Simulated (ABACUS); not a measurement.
NaI under changes of volume

One of the cells (33.899 Å³/atom); the others are scaled copies at fixed shape and fractional positions:

```
I Na
1.0
     0.00000    3.23640    3.23640
     3.23640    0.00000    3.23640
     3.23640    3.23640    0.00000
I Na
1 1
Direct
  0.50000 0.50000 0.50000
  0.00000 0.00000 0.00000
```

* Program: ABACUS 3.10.1
* Functional: PBE
* Potentials or basis: PseudoDojo NC SR 0.4.1 PBE standard
* Cutoff: 1361 eV
* Density cutoff: 5442 eV
* Basis: TZDP LCAO (the cutoffs set its grid)
* k mesh: 7 × 7 × 7
* Occupations: fermi-dirac, width 0.05 eV
* Spin: no spin polarisation

```tsv
volume (Å³/atom)	energy over the lowest point (meV/atom)	pressure (GPa)	gap on the mesh (eV)
31.865	14.60	1.7	3.82
32.543	8.37	1.2	3.76
33.221	?	?	?
33.899	1.29	0.5	3.65
34.577	0.00	0.1	3.60
35.255	0.10	-0.2	3.55
35.933	1.30	-0.4	3.50
```

Question: What does the run at 33.221 Å³/atom give?

Answer: Energy over the lowest point 4.03 meV/atom; pressure 0.8 GPa; gap on the mesh 3.70 eV.

Worked out: A Birch-Murnaghan fit of order 3 (a polynomial in V^(-2/3)) to the other rows has its minimum at 34.88 Å³/atom with B0 = V·E''(V) = 15.1 GPa and B' = 4.9. It gives 4.00 meV/atom at 33.221 Å³/atom, against the run's 4.03, and -dE/dV = 0.8 GPa, against 0.8. A straight line through the other rows of the gap, of slope -2.65 eV per unit of ln V (its deformation potential), gives 3.71 eV, against the run's 3.70.

Energies are extrapolated to zero smearing.

Caveats: the atomic orbitals were generated for these runs and aren't a published set; spin-orbit coupling is left out, which moves the levels of the heavy elements; the basis of atomic orbitals isn't converged, which shifts pressures, moduli and gaps.
